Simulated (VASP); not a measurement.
# Sc (Fm-3m) in VASP: settings compared

The runs below take Sc through single point, with LDA, PBE.

Everything below comes from runs of VASP 6.6.1. Logs are shortened: lines on timing, memory, paths and dates and some standing lists are left out, and cuts for length are marked.

## 1. Starting point

The structure is cubic, space group Fm-3m (No. 225). Conventional cell: a = 4.541 Å, b = 4.541 Å, c = 4.541 Å, α = 90.00°, β = 90.00°, γ = 90.00°. Around Sc (site symmetry m-3m) lie 12 Sc at 3.21 Å.

This isn't the form of Sc at room conditions, which is hcp.

## 2. Single point, LDA (functional LDA, strained and moved within the space group)

Contents of INCAR:

```
  PREC = Accurate
  ENCUT = 520
  EDIFF = 1E-6
  ISMEAR = 0
  SIGMA = 0.1
  LREAL = False
  LASPH = True
  NELM = 100
  ALGO = Normal
  ISIF = 2
  LWAVE = False
  LCHARG = True
  LELF = True
  LVHAR = True
  NBANDS = 12
```

Contents of KPOINTS:

```
Automatic mesh
0
Gamma
  16 16 16
```

Contents of POSCAR:

```
Sc
1.0
    0.0000000000      2.1810423000      2.1810423000
    2.1810423000      0.0000000000      2.1810423000
    2.1810423000      2.1810423000      0.0000000000
Sc
1
Direct
    0.0000000000      0.0000000000      0.0000000000
```

Potentials or basis: VASP PAW LDA potentials, release 64 (Sc_sv).

Run with:

```bash
$ cat potpaw_LDA.64/Sc_sv/POTCAR > POTCAR
$ mpirun -np 1 vasp_std > vasp.out
```

OUTCAR:

```text
PREC = Accurate
   ENCUT = 520
   EDIFF = 1E-6
   ISMEAR = 0
   LREAL = False
   LASPH = True
   NELM = 100
   ISIF = 2

 ion  position               nearest neighbor table
   1  0.000  0.000  0.000-

  LATTYP: Found a face centered cubic cell.
 ALAT       =     4.3620846000

  Lattice vectors:

 A1 = (   0.0000000000,   2.1810423000,   2.1810423000)
 A2 = (   2.1810423000,   0.0000000000,   2.1810423000)
 A3 = (   2.1810423000,   2.1810423000,   0.0000000000)

Analysis of symmetry for initial positions (statically):
=====================================================================
 Subroutine PRICEL returns:
 Original cell was already a primitive cell.

 Routine SETGRP: Setting up the symmetry group for a
 face centered cubic supercell.

 Subroutine GETGRP returns: Found 48 space group operations
 (whereof 48 operations were pure point group operations)
 out of a pool of 48 trial point group operations.

The static configuration has the point symmetry O_h .

Analysis of symmetry for dynamics (positions and initial velocities):
=====================================================================
 Subroutine PRICEL returns:
 Original cell was already a primitive cell.

 Routine SETGRP: Setting up the symmetry group for a
 face centered cubic supercell.

 Subroutine GETGRP returns: Found 48 space group operations
 (whereof 48 operations were pure point group operations)
 out of a pool of 48 trial point group operations.

The dynamic configuration has the point symmetry O_h .

 Subroutine INISYM returns: Found 48 space group operations
 (whereof 48 operations are pure point group operations),
 and found     1 'primitive' translations

----------------------------------------------------------------------------------------

                                     Primitive cell

  volume of cell :      20.7502

  direct lattice vectors                    reciprocal lattice vectors
     0.000000000  2.181042300  2.181042300    -0.229248190  0.229248190  0.229248190
     2.181042300  0.000000000  2.181042300     0.229248190 -0.229248190  0.229248190
     2.181042300  2.181042300  0.000000000     0.229248190  0.229248190 -0.229248190

  length of vectors
     3.084459601  3.084459601  3.084459601     0.397069513  0.397069513  0.397069513

  position of ions in fractional coordinates (direct lattice)
     0.000000000  0.000000000  0.000000000

  ion indices of the primitive-cell ions
   primitive index   ion index
                 1           1

----------------------------------------------------------------------------------------

 KPOINTS: Automatic mesh

Automatic generation of k-mesh.
 Grid dimensions read from file:
 generate k-points for:   16   16   16

 Generating k-lattice:

  Cartesian coordinates                     Fractional coordinates (reciprocal lattice)
    -0.014328012  0.014328012  0.014328012     0.062500000  0.000000000  0.000000000
     0.014328012 -0.014328012  0.014328012     0.000000000  0.062500000  0.000000000
     0.014328012  0.014328012 -0.014328012     0.000000000  0.000000000  0.062500000

  Length of vectors
     0.024816845  0.024816845  0.024816845

  Shift w.r.t. Gamma in fractional coordinates (k-lattice)
     0.000000000  0.000000000  0.000000000

 Subroutine IBZKPT returns following result:
 ===========================================

 Found    145 irreducible k-points:

 Following reciprocal coordinates:
            Coordinates               Weight
  0.000000  0.000000  0.000000      1.000000
  0.062500  0.000000  0.000000      8.000000
  0.125000  0.000000  0.000000      8.000000
  0.187500  0.000000  0.000000      8.000000
  0.250000  0.000000  0.000000      8.000000
  0.312500  0.000000  0.000000      8.000000
[... 16 lines left out ...]
 -0.125000  0.062500  0.000000     24.000000
 -0.062500  0.062500  0.000000     12.000000
 [... further k-points ...]
   k-points           NKPTS =    145   k-points in BZ     NKDIM =    145   number of bands    NBANDS=     12
   number of dos      NEDOS =    301   number of ions     NIONS =      1
   total plane-waves  NPLWV =  13824
   dimension x,y,z NGX =    24 NGY =   24 NGZ =   24
   dimension x,y,z NGXF=    48 NGYF=   48 NGZF=   48
   ions per type =               1
   NGX,Y,Z   is equivalent  to a cutoff of  12.94, 12.94, 12.94 a.u.
   NGXF,Y,Z  is equivalent  to a cutoff of  25.87, 25.87, 25.87 a.u.
 SYSTEM =  unknown system
   PREC   = accura    normal or accurate (medium, high low for compatibility)
   ISTART =      0    job   : 0-new  1-cont  2-samecut
   ICHARG =      2    charge: 1-file 2-atom 10-const
   ISPIN  =      1    spin polarized calculation?
   LNONCOLLINEAR =      F non collinear calculations
   LSORBIT =      F    spin-orbit coupling
   LASPH  =      T    aspherical Exc in radial PAW
   ENCUT  =  520.0 eV  38.22 Ry    6.18 a.u.   5.74  5.74  5.74*2*pi/ulx,y,z
   NELM   =    100;   NELMIN=  2; NELMDL= -5     # of ELM steps
   EDIFF  = 0.1E-05   stopping-criterion for ELM
   LREAL  =      F    real-space projection
   EDIFFG = 0.1E-04   stopping-criterion for IOM
   NSW    =      0    number of steps for IOM
   IBRION =     -1    ionic relax: 0-MD 1-quasi-New 2-CG
   NFREE  =      0    steps in history (QN), initial steepest desc. (CG)
   ISIF   =      2    stress and relaxation
   ISYM   =      2    0-nonsym 1-usesym 2-fastsym
   POTIM  = 0.5000    time-step for ionic-motion
   TEBEG  =    0.0;   TEEND  =   0.0 temperature during run
   PSTRESS=    0.0 pullay stress
   NELECT =      11.0000    total number of electrons
   NUPDOWN=      -1.0000    fix difference up-down
   EMIN   =  10.00;   EMAX   =-10.00  energy-range for DOS
   EFERMI =   0.00;   METHOD = LEGACY
   ISMEAR =     0;   SIGMA  =   0.10  broadening in eV -4-tet -1-fermi 0-gaus
   EFERMI_NEDOS =   21; number of points for ismear=-14 and -15
   IALGO  =     38    algorithm
   IMIX   =      4    mixing-type and parameters
     AMIX     =   0.40;   BMIX     =  1.00
     AMIX_MAG =   1.60;   BMIX_MAG =  1.00
  volume/ion in A,a.u.               =      20.75       140.03
  Fermi-wavevector in a.u.,A,eV,Ry     =   1.324946  2.503786 23.884795  1.755483
  Thomas-Fermi vector in A             =   2.454444
   LORBIT       =      0    0 simple, 1 ext, 2 COOP (PROOUT), +10 PAW based schemes
   GGA     = CA    functional components
   LHFCALC =     F    Hartree Fock is set to
   AEXX    =    0.0000 exact exchange contribution
   IVDW    =     0    specifies the selected vdW correction
   LEPSILON=     F    determine dielectric tensor
   LRPA    =     F    only Hartree local field effects (RPA)
 non-spin polarized calculation
 Gauss-broadening in eV      SIGMA  =   0.10
  energy-cutoff  :      520.00
  volume of cell :       20.75
 maximum number of plane-waves:       568
   NGX = 11   NGY = 11   NGZ = 11

 number of electron      10.9999997 magnetization

 Free energy of the ion-electron system (eV)
  ---------------------------------------------------
  ext. energy  EPLUGINS =         0.00000000
  ---------------------------------------------------
  free energy    TOTEN  =        -6.66397034 eV

  energy without entropy =       -6.65647540  energy(sigma->0) =       -6.66022287

 E-fermi :   4.5967     XC(G=0): -10.8701

 val. band max:        4.5704106555   @ k =   0.3125   0.2500   0.0000
 cond. band min:       4.6183914596   @ k =  -0.3125   0.2500   0.0625
 fundamental gap:      0.0479808041
 Fermi energy:         4.5966670978

 k-point     1 :       0.0000    0.0000    0.0000
  band No.  band energies     occupation
      1     -43.8124      2.00000
      2     -22.4196      2.00000
      3     -22.4196      2.00000
      4     -22.4196      2.00000
      5      -0.8207      2.00000
      6       6.3437      0.00000
      7       6.3437      0.00000
      8       6.3437      0.00000
      9       8.0664      0.00000
     10       8.0664      0.00000
     11      18.1651      0.00000
     12      22.2081      0.00000

 k-point     2 :       0.0625    0.0000    0.0000
  band No.  band energies     occupation
      1     -43.8075      2.00000
      2     -22.4486      2.00000
      3     -22.4231      2.00000
      4     -22.4231      2.00000
      5      -0.7034      2.00000
      6       6.2524      0.00000
      7       6.3901      0.00000
      8       6.3901      0.00000
      9       8.0314      0.00000
     10       8.0314      0.00000
     11      18.3108      0.00000
     12      21.3234      0.00000

 k-point     3 :       0.1250    0.0000    0.0000
  band No.  band energies     occupation
      1     -43.7936      2.00000
      2     -22.5304      2.00000
      3     -22.4331      2.00000
      4     -22.4331      2.00000
      5      -0.3621      2.00000
      6       6.0094      0.00000
      7       6.5050      0.00000
      8       6.5050      0.00000
      9       7.9593      0.00000
     10       7.9593      0.00000
     11      18.6214      0.00000
     12      19.8494      0.00000
[... 286 lines left out ...]
 k-point    23 :      -0.1250    0.0625    0.0000
  band No.  band energies     occupation
      1     -43.7833      2.00000
      2     -22.5789      2.00000
      3     -22.4595      2.00000
      4     -22.4322      2.00000
      5      -0.1057      2.00000
      6       5.8371      0.00000
      7       6.5633      0.00000
      8       6.6033      0.00000
      9       7.7374      0.00000
     10       8.1087      0.00000
     11      18.7415      0.00000
     12      19.3440      0.00000

 k-point    24 :      -0.0625    0.0625    0.0000
  band No.  band energies     occupation
      1     -43.7996      2.00000
      2     -22.4892      2.00000
      3     -22.4393      2.00000
      4     -22.4241      2.00000
      5      -0.5115      2.00000
      6       6.1042      0.00000
      7       6.4616      0.00000
      8       6.4692      0.00000
      9       7.8908      0.00000
     10       8.0719      0.00000
     11      18.5227      0.00000
     12      20.5458      0.00000

 [... further k-points ...]

------------------------ aborting loop because EDIFF is reached ----------------------------------------

  FORCE on cell =-STRESS in cart. coord.  units (eV):
  Direction    XX          YY          ZZ          XY          YZ          ZX
  --------------------------------------------------------------------------------------
  -------------------------------------------------------------------------------------
  Total        0.6486381      0.6486381      0.6486381     -0.0000000     -0.0000000     -0.0000000
  in kB       50.0830509     50.0830509     50.0830509     -0.0000000     -0.0000000     -0.0000000
  external PRESSURE =      50.0830509 kB  Pullay stress =       0.0000000 kB

 VOLUME and BASIS-vectors are now :
 -----------------------------------------------------------------------------
  energy-cutoff  :      520.00
  volume of cell :       20.75
      direct lattice vectors                 reciprocal lattice vectors
     0.000000000  2.181042300  2.181042300    -0.229248190  0.229248190  0.229248190
     2.181042300  0.000000000  2.181042300     0.229248190 -0.229248190  0.229248190
     2.181042300  2.181042300  0.000000000     0.229248190  0.229248190 -0.229248190

 POSITION                                       TOTAL-FORCE (eV/Angst)
 -----------------------------------------------------------------------------------
      0.00000      0.00000      0.00000        -0.000000      0.000000      0.000000
 -----------------------------------------------------------------------------------
    total drift:                                0.000000      0.000000     -0.000000

  FREE ENERGIE OF THE ION-ELECTRON SYSTEM (eV)
  ---------------------------------------------------
  free  energy   TOTEN  =        -6.6639703388 eV

  energy  without entropy=       -6.6564753966  energy(sigma->0) =       -6.66022287
```

It took 12 s on 1 thread of Intel Xeon 6975P-C (Granite Rapids), shared host; peak memory 0.14 GiB.

Results:

```yaml
Free_energy: -6.6640 eV
Pressure: 5.0 GPa
Band_gap_on_the_k_mesh: none (metal or under the smearing width)
```

Levels at points of the mesh, in eV from the Fermi level:
| k point | band 2 | band 3 | band 4 | band 5 | band 6 | band 7 | band 8 | band 9 |
| --- | --- | --- | --- | --- | --- | --- | --- | --- |
| (0.00, 0.00, 0.00) | -27.02 | -27.02 | -27.02 | -5.42 | 1.75 | 1.75 | 1.75 | 3.47 |
| (0.50, 0.00, 0.00) | -27.74 | -27.11 | -27.11 | -1.99 | 0.74 | 1.60 | 1.60 | 4.62 |
| (0.50, 0.50, 0.00) | -27.69 | -27.27 | -27.27 | -1.93 | -0.94 | 2.70 | 4.60 | 4.92 |

(Part 1 of 3 ends here.)
